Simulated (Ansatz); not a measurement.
# Ta (hcp type): the cost of one run

Computed with Ansatz 0.2.0 (DFT PBE, with the methods named in each step, unless a step's input says otherwise).

1 further run of the same task is left out (it didn't finish).

## 1. The structure to begin with

Symmetry: P6_3/mmc, No. 194, hexagonal system. The conventional cell has a = 2.967 Å, b = 2.967 Å, c = 4.806 Å, α = 90.00°, β = 90.00°, γ = 120.00°. Around Ta (site symmetry -6m2) lie 12 Ta at 2.95 to 2.97 Å.

Coordinates:

```cif
data_structure
_symmetry_space_group_name_H-M 'P 1'
_symmetry_Int_Tables_number 1
_cell_length_a 2.9670
_cell_length_b 2.9670
_cell_length_c 4.8065
_cell_angle_alpha 90.000
_cell_angle_beta 90.000
_cell_angle_gamma 120.000
_cell_volume 36.64
loop_
_atom_site_label
_atom_site_type_symbol
_atom_site_fract_x
_atom_site_fract_y
_atom_site_fract_z
_atom_site_occupancy
Ta1 Ta 0.33333 0.66667 0.25000 1
Ta2 Ta 0.66667 0.33333 0.75000 1
```

Whether this phase is the stable one at these pressures isn't tested.

Atoms are numbered in the order of the input: Ta1, Ta2.

## 2. Cell relaxed at zero pressure, PAW

input.yaml

```yaml
crystal:
  lattice:
    - [2.966956471, 0.0, 0.0]
    - [-1.4834782355, 2.5694596758, 0.0]
    - [0.0, 0.0, 4.806469483]
  atoms:
    - { symbol: Ta, position: [0.3333333333, 0.6666666667, 0.25] }
    - { symbol: Ta, position: [0.6666666667, 0.3333333333, 0.75] }
kpoints:
  mp_grid: { grid: [15, 15, 8] }
scf:
  occupations: { method: fermi_dirac, width: 0.08 }
hamiltonian:
  xc: pbe
  pseudopotentials: { kind: paw }
output:
  forces: true
  stress: true
relax:
  f_tol: 0.005
  max_steps: 40
  cell: {}
```

The run is started by

```
$ ansatz run input.yaml --threads 1 --pin off --max-ram 2048MiB --backend cpu --events-out ev --progress --plain --runs-dir out
```

Q: Estimate wall time and peak memory on 1 thread of Intel Xeon 6975P-C (Granite Rapids), shared host.

About 15 s, with a peak of 0.43 GiB.
